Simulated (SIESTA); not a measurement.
Here is a SIESTA 5.4.2 calculation.

File Cu2O.fdf:

```
SystemName                      Cuprite
SystemLabel                     Cu2O
NumberOfSpecies                 2
NumberOfAtoms                   6
%block ChemicalSpeciesLabel
  1  29 Cu
  2   8 O
%endblock ChemicalSpeciesLabel

LatticeConstant                 1.0 Ang
%block LatticeVectors
     4.2600000000     0.0000000000     0.0000000000
     0.0000000000     4.2600000000     0.0000000000
     0.0000000000     0.0000000000     4.2600000000
%endblock LatticeVectors
AtomicCoordinatesFormat         Fractional
%block AtomicCoordinatesAndAtomicSpecies
     0.7500000000     0.2500000000     0.7500000000  1  Cu
     0.7500000000     0.7500000000     0.2500000000  1  Cu
     0.2500000000     0.7500000000     0.7500000000  1  Cu
     0.2500000000     0.2500000000     0.2500000000  1  Cu
     0.5000000000     0.5000000000     0.5000000000  2  O
     0.0000000000     0.0000000000     0.0000000000  2  O
%endblock AtomicCoordinatesAndAtomicSpecies

%block kgrid.MonkhorstPack
    6   0   0  0.0
    0   6   0  0.0
    0   0   6  0.0
%endblock kgrid.MonkhorstPack
XC.Functional                   GGA
XC.Authors                      PBE
PAO.BasisSize                   DZP
PAO.EnergyShift                 0.003 Ry
Mesh.Cutoff                     800 Ry
OccupationFunction              FD
ElectronicTemperature           0.05 eV
MaxSCFIterations                120
SCF.MustConverge                false
SCF.Mixer.Method                Pulay
SCF.Mixer.Weight                0.25
SCF.Mixer.History               8
SCF.DM.Tolerance                5.0e-05
SCF.H.Tolerance                 1.0e-03 eV
WriteForces                     true
Charge.Mulliken                 end
BandLinesScale                  ReciprocalLatticeVectors
%block BandLines
    1    0.000000   0.000000   0.000000  \Gamma
   11    0.000000   0.500000   0.000000  X
   11    0.500000   0.500000   0.000000  M
   15    0.000000   0.000000   0.000000  \Gamma
   18    0.500000   0.500000   0.500000  R
   15    0.000000   0.500000   0.000000  X
    1    0.500000   0.500000   0.000000  M
   11    0.500000   0.500000   0.500000  R
%endblock BandLines
%block PAO.Basis
  Cu 5
  n=3 0 2
    2.369 0.000
  n=4 0 2
    7.268 0.000
  n=3 1 2
    2.657 0.000
  n=4 1 1
    7.268
  n=3 2 2
    4.927 0.000
%endblock PAO.Basis
```

Potentials or basis: PseudoDojo 0.4 standard (PBE files), DZP (energy shift 0.003 Ry; two zetas on semicore shells).

Command:

```sh
$ siesta < Cu2O.fdf > Cu2O.out 2>&1
```

Q: What does it give for the band gap along the path?

A: 0.47 eV, direct.

Q: Predict the pressure.

A: 4.2 GPa.

Levels at the corners of the path, in eV from the valence-band top:
```csv
point,band 40,band 41,band 42,band 43,band 44,band 45,band 46,band 47,band 48,band 49
Γ,-1.52,-1.52,0.00,0.00,0.00,0.47,1.22,1.22,8.50,8.50
X,-1.66,-1.23,-1.23,-0.42,-0.42,2.27,2.27,4.32,4.32,7.89
M,-1.51,-1.25,-1.25,-0.69,-0.69,1.96,1.96,3.90,3.90,7.48
Γ,-1.52,-1.52,0.00,0.00,0.00,0.47,1.22,1.22,8.50,8.50
R,-1.57,-1.13,-0.56,-0.56,-0.56,2.50,2.50,2.50,5.04,5.04
X,-1.66,-1.23,-1.23,-0.42,-0.42,2.27,2.27,4.32,4.32,7.89
M,-1.51,-1.25,-1.25,-0.69,-0.69,1.96,1.96,3.90,3.90,7.48
R,-1.57,-1.13,-0.56,-0.56,-0.56,2.50,2.50,2.50,5.04,5.04
```

Caveat: short orbitals over semicore shells can move pressures by several GPa; the basis of atomic orbitals isn't converged, which shifts pressures, moduli and gaps.

**Experimental background.**

“Importance of surface oxygen vacancies for ultrafast hot carrier relaxation and transport in Cu2O”, 2021, arxiv:2103.03167 quotes, for a bulk crystal of Cu2O: band gap 2.17 eV (direct).

A measured gap of Cu2O is 2.17 eV (direct; quoted in “Importance of surface oxygen vacancies for ultrafast hot carrier relaxation and transport in Cu2O”, 2021, arxiv:2103.03167); the calculated 0.47 eV misses it by -1.70 eV. So large a miss can be the level of theory's own, or it may mean another phase, state or a wrong row. The value is that of PBE in an atomic basis (PseudoDojo 0.4 standard (PBE files), DZP (energy shift 0.003 Ry; two zetas on semicore shells)), whose error adds to the functional's,, without temperature or zero-point motion. Semilocal functionals fall short of measured gaps as a rule.
